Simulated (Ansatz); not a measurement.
Cubic perovskite LaAlO3 (cubic high-temperature phase), treated with rVV10 (plane waves, PAW; Ansatz, a quantum-chemistry and plane-wave program).

Run with plane-wave cutoff 520 eV, 10×10×10 k mesh, Fermi–Dirac smearing 0.01 eV, scalar-relativistic PAW data made under PBE.

The cell is scaled about its equilibrium volume:

```
V (Å³/atom)  P (GPa)  direct gap at Γ (eV)  smallest gap on the k mesh (eV)
-----------  -------  --------------------  -------------------------------
10.536         13.71                 3.684                            3.608
10.760          8.66                 3.664                            3.564
10.984          4.11                 3.643                            3.521
11.208          0.01                 3.620                            3.479
11.432         -3.68                 3.597                            3.438
11.657         -7.01                 3.573                            3.398
11.881        -10.01                 3.549                            3.358
```

The fundamental gap (3.48 eV at the equilibrium volume, with added k points) lies elsewhere than Γ–Γ.

Note: the relaxation could not lower the start's symmetry, so the cell can be a saddle point above a distorted one.

Spin–orbit coupling is not included.
